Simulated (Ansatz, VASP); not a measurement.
Given: the input of a run of VASP 6.6.1 on WC.

The input INCAR:

```
PREC = Accurate
ENCUT = 520
EDIFF = 1E-7
ISMEAR = -1
SIGMA = 0.05
LREAL = F
LASPH = T
NELM = 100
ALGO = Normal
ISIF = 2
LWAVE = F
LCHARG = F
GGA = CA
NBANDS = 16
```

Contents of KPOINTS:

```
regular mesh
0
Gamma
  10 10 10
```

File POSCAR:

```
WC
1.0
    0.0000000000      2.1630495024      2.1630495024
    2.1630495024      0.0000000000      2.1630495024
    2.1630495024      2.1630495024      0.0000000000
W C
1 1
Direct
    0.0000000000      0.0000000000      0.0000000000
    0.5000000000      0.5000000000      0.5000000000
```

Potentials or basis: VASP PAW LDA potentials, release 64 (W_sv, C).

Run with:

```console
$ cat potpaw_LDA.64/W_sv/POTCAR potpaw_LDA.64/C/POTCAR > POTCAR
$ mpirun -np 1 vasp_std > vasp.out
```

Task: Translate it to Ansatz 0.2.0. Potentials there: all-electron LAPW, scalar-relativistic.

Result: As run (the cutoff follows the program's own potentials):

The input input.yaml:

```yaml
crystal:
  lattice:
    - [0.0, 2.1630495024, 2.1630495024]
    - [2.1630495024, 0.0, 2.1630495024]
    - [2.1630495024, 2.1630495024, 0.0]
  atoms:
    - { symbol: W, position: [0.0, 0.0, 0.0] }
    - { symbol: C, position: [0.5, 0.5, 0.5] }
kpoints:
  mp_grid: { grid: [10, 10, 10] }
scf:
  occupations: { method: fermi_dirac, width: 0.05 }
hamiltonian:
  xc: lda
  pseudopotentials: { kind: all_electron, lapw: { basis_error: 0.001 } }
output:
  forces: true
  stress: true
  eigenvalues: true
```

Potentials or basis: all-electron LAPW, scalar-relativistic.

Command:

```sh
$ ansatz run input.yaml --threads 1 --pin off --max-ram 3072MiB --backend cpu --events-out ev --progress --plain --runs-dir out
```

Both were run:

|  | VASP | Ansatz | Ansatz less VASP |
| --- | --- | --- | --- |
| gap on the k mesh at the Fermi level (eV) | none | none | - |
| pressure (GPa) | 1.2 | -1.2 | -2.44 |

A gap of «none» marks a metal or a gap that the smearing closes. Ansatz ran all-electron here, so the differences hold the error of VASP's frozen core and of both bases.

The runs have no spin-orbit coupling, so splittings on W are missing.
